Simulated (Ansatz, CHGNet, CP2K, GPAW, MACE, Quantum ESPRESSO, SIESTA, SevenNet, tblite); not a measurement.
# GPAW on AlP(100) slab, H on both faces (90 atoms): settings against a plane-wave reference, part 2 of 2

How do the settings of GPAW change the result for AlP(100) slab, H on both faces (90 atoms)? A plane-wave run serves as the yardstick.

Program: GPAW 26.7.0; the method stands at each step. Banners, paths, timers and routine set-up lines are dropped from the logs unmarked, and long logs keep their key lines alone; longer cuts are marked.

So far. Step 4 (PBE, grid h 0.2 Å): Against the first run (21 %), the force difference from the reference is 1.8 %, at 3.8 times the CPU time (on 4 against 1 cores) (41 SCF steps against 18). Step 5 (PBE, LCAO sz(dzp), h 0.2 Å): Against the first run (21 %), the force difference from the reference is 169 %, at 0.44 times the CPU time, with 252 basis functions against 882: the smaller basis costs accuracy.

## Step 6: PBE, LCAO dzp, h 0.25 Å

Method: Kohn-Sham DFT, PBE, PAW, atomic orbitals (dzp).

Input file run.py:

```python
import numpy as np
from ase.io import read
from gpaw import GPAW, FermiDirac

atoms = read("structure.xyz")
atoms.calc = GPAW(
    mode="lcao",
    basis="dzp",
    h=0.25,
    xc="PBE",
    kpts={"size": (1, 1, 1), "gamma": True},
    occupations=FermiDirac(0.05),
    maxiter=200,
    symmetry={"point_group": False},
    txt="gpaw.txt",
)
energy = atoms.get_potential_energy(force_consistent=True)
forces = atoms.get_forces()
print(f"energy {energy:.6f} eV")
print("forces (eV/A)")
for i, (a, f) in enumerate(zip(atoms, forces)):
    print(f"{i:4d} {a.symbol:2s} {f[0]:10.5f} {f[1]:10.5f} {f[2]:10.5f}")
print(f"Fermi level {atoms.calc.get_fermi_level():.4f} eV")
for k in range(len(atoms.calc.get_ibz_k_points())):
    for s in range(atoms.calc.get_number_of_spins()):
        e = atoms.calc.get_eigenvalues(kpt=k, spin=s)
        n = np.searchsorted(e, atoms.calc.get_fermi_level())
        print(f"k {k} spin {s} levels about the Fermi level:", np.round(e[max(n - 6, 0):n], 4).tolist(), "|", np.round(e[n:n + 6], 4).tolist())
```

Input file structure.xyz:

```xyz
90
Lattice="11.58877 0.00000 0.00000 0.00000 11.58877 0.00000 0.00000 0.00000 18.56080" Properties=species:S:1:pos:R:3 pbc="T T T"
[... 90 atom lines left out: the same atoms as in the first run ...]
```

The run is started by

```console
OMP_NUM_THREADS=1 python run.py > output.txt
```

The program printed:

```text
energy -358.948730 eV
forces (eV/A)
   0 Al    0.33097   -0.69131    0.55290
   1 P    -0.11439    0.99452   -0.02975
   2 Al   -0.39542   -0.05323    0.54721
   3 P    -0.80745   -0.19766   -0.60584
   4 Al   -0.07481   -0.71816    0.12032
   5 P     0.27012    0.78180   -0.44293
   6 Al   -0.16971   -0.33934    0.30701
   7 P     0.14386    0.22011    0.98594
   8 Al    0.22048    0.51595    1.09147
   9 P     0.00826   -0.52998   -1.19570
  10 Al    0.07997   -0.27859   -0.71230
  11 P    -0.67953   -0.87737   -1.10433
  12 Al    0.01651   -0.52291    0.43048
  13 P     1.34032    0.38236    1.07938
  14 Al   -0.28376    1.00173    0.97636
  15 P    -0.21986   -0.80340   -1.39172
  16 Al   -0.94445    0.70673   -0.10073
  17 P     0.36735    0.44505   -0.23375
  18 Al   -0.11785    0.21661    0.00072
  19 P    -0.65233   -0.83680    0.83361
  20 Al   -0.12244   -0.37965    0.72467
  21 P     0.07159    0.21131   -1.08887
  22 Al   -0.43396   -0.05209   -0.94366
  23 P     0.19948   -0.20161   -0.45230
[...]
82 H     0.49251   -0.16659   -1.14390
  83 H    -0.52477    0.14814   -1.08095
  84 H    -0.42723   -0.25868    0.31079
  85 H    -0.06028    0.19557    0.10770
  86 H     0.83135    0.03668   -0.87860
  87 H     0.11467   -0.06464   -0.64891
  88 H     0.28168    0.16950    0.57917
  89 H    -0.40656   -0.11724    0.36123
Fermi level 1.5091 eV
k 0 spin 0 levels about the Fermi level: [-0.3293, -0.2903, 1.0179, 1.4836, 1.4848, 1.4956] | [1.6469, 1.6593, 1.6697, 1.7061, 1.7179, 1.7757]
```

gpaw.txt:

```text
Input parameters:
  mode=LCAO(),
  basis={'default': 'dzp'},
  h=0.25,
  kpts=MonkhorstPack(size=(1, 1, 1), gamma=True),
  maxiter=200,
  occupations=Occupations(name='fermi-dirac', width=0.05, fixmagmom=False),
  symmetry=Symmetry(point_group=False),
  xc=XC(name='PBE')
Unit cell  # Å
| periodic |         x |         y |         z |   lengths |    angles |
[... lines left out ...]
  Fermi-Dirac:
[... lines left out ...]
convergence criteria:
- Maximum [total energy] change in last 3 cyles: 0.0005 eV / valence electron
[... lines left out ...]
Converged in 18 steps
[... lines left out ...]
  Free energy:    -358.948730
  Extrapolated:   -358.807428
dipole moment: (60.517841, 28.359053, -4.881819)  # |e|*Ang
Fermi level: 1.509
Eigenvalues  # (at kpt = [0.000, 0.000, 0.000])
| band index |      eig [eV] | occ [0-2] |
|------------|---------------|-----------|
|          0 |       -13.482 |     2.000 |
|        ... |               |           |
|        119 |        -0.498 |     2.000 |
|        120 |        -0.472 |     2.000 |
[...]
|        134 |         1.860 |     0.002 |
|        ... |               |           |
|        155 |         3.150 |     0.000 |
Gap: 0.151 eV
Transition (v -> c):
  (s=0, k=0, n=126, [0.00, 0.00, 0.00]) -> (s=0, k=0, n=127, [0.00, 0.00, 0.00])
No difference between direct/indirect transitions
Force computation time: 12.149  # s
timing:  # [seconds]
  Total:  122.196  # ━━━━━━━━━━━━━━━━━━━━━━━━━━━━━━━━━━━━━━━━━━━━━━━━━━━━━━━━
  Init:     6.266  # ━━━
  SCF:    103.754  # ━━━━━━━━━━━━━━━━━━━━━━━━━━━━━━━━━━━━━━━━━━━━━━━╸
  Forces:  12.149  # ━━━━━╸
```

It took 2.1 min on 1 thread of Arm Neoverse V2, shared host; peak memory 1 GiB.

Numbers from this run, and their distance from the reference:

```yaml
r_m_s_force_component: 0.5737 eV/Å
r_m_s_difference_of_force_components: 165.8 meV/Å
longest_difference_of_force_vectors: 649.5 meV/Å
force_difference_over_r_m_s_force: 32.23 %
slope_of_forces_against_the_reference_s: 1.07
correlation_of_force_components: 0.9593
energy_less_the_same_level_run_s: 23.09 meV/atom
r_m_s_force_difference_from_the_same_level_run: 104.4 meV/Å
```

This is a coarse setting, run to see what it loses.

Against the first run (21 %), the force difference from the reference is 32 %, at 0.69 times the CPU time: the grid matters here.

The difference per atom is largest on H (0.40 eV/Å on average, against 0.14 on P). The forces add up to 2.1 eV/Å instead of zero, usually a sign of too coarse a grid.

## Step 7: The ladder

Differences are against the plane-wave reference, forces as r.m.s. over components; share is that over the reference's r.m.s. force, slope the least-squares factor from reference forces to these. Total energies of different programs have different zeros and aren't compared.

```
                                              run  Δ force, r.m.s. (meV/Å)  share (%)  slope  cores  CPU time  memory (GiB)
                                        reference                        -          -      -      4    20 min           5.2
                      GPAW PBE, LCAO dzp, h 0.2 Å                      109       21.1  1.079      1     3 min           1.5
GPAW PBE, LCAO dzp, h 0.2 Å, other mixer settings                      110       21.3  1.080      2   8.2 min           1.6
                           GPAW PBE, grid h 0.2 Å                     9.47       1.84  1.006      4    11 min           2.9
         GPAW PBE, LCAO sz(dzp), h 0.2 Å (coarse)                      871        169  1.485      1      78 s           1.2
            GPAW PBE, LCAO dzp, h 0.25 Å (coarse)                      166       32.2  1.070      1   2.1 min             1
```

Rows marked coarse were listed beforehand as settings not expected to be converged; some can still land near the reference.

CPU time is summed over cores on a shared host, where runs went side by side, so it is rough. Symmetry, cutoffs, thresholds, outputs and thread counts weren't matched or tuned between programs; memory under MPI is the largest rank's times the ranks.

Within one program, basis, potentials and functional, energies share a zero. Each run against its twin at the usual cutoff or grid and solver:

```
                                              run               twin  Δ energy (meV/atom)  Δ force, r.m.s. (meV/Å)        CPU time over the twin's
GPAW PBE, LCAO dzp, h 0.2 Å, other mixer settings  LCAO dzp, h 0.2 Å               6.0e-4                     3.02  2.7 (this twin ran on 1 cores)
                     GPAW PBE, LCAO dzp, h 0.25 Å  LCAO dzp, h 0.2 Å                 23.1                      104                            0.69
```

## Step 8: Results

```yaml
nearest_in_forces: GPAW PBE, grid h 0.2 Å, 1.8 %
its_cpu_time: 11 min
```

PBE on plane waves or a grid with other potentials, cutoffs or grids, coarse settings apart, differs from the reference by 1.8 % (GPAW PBE, grid h 0.2 Å) of the r.m.s. force; this holds the reference's own error, so differences of a few per cent don't tell which side is nearer the exact PBE result. The PBE runs in local orbitals, coarse settings apart, differ by 21 % in each run; basis, grid and potentials can all enter. Runs with settings chosen to be coarse differ by 32 % (GPAW PBE, LCAO dzp, h 0.25 Å) to 169 % (GPAW PBE, LCAO sz(dzp), h 0.2 Å), their programs' other errors included. Of the electronic-structure runs that take under half the reference's CPU time, GPAW PBE, LCAO dzp, h 0.2 Å is among the nearest, at 21 % in 3 min against 20 min. Caps of real hydrogen don't mimic the fractional bonds of a polar compound, so surface states and strained caps may belong to the model. The electronic-structure runs sample only Γ, in a cell whose shortest periodic width is 12 Å, which is coarse for a cell with partly filled levels.

[Also dropped from logs without a mark: logging warnings of Python, and SIESTA's first energy breakdown and zero terms.]

[Logs are printed without paths, hosts, clocks, repeated set-up lines and the standing remarks that a program may print on its own settings, such as how far it seeks lower states.]

[Hosts, paths, dates, database ids (printed as entryN), source tags and the programs' standing remarks are cut or masked in the printed files.]
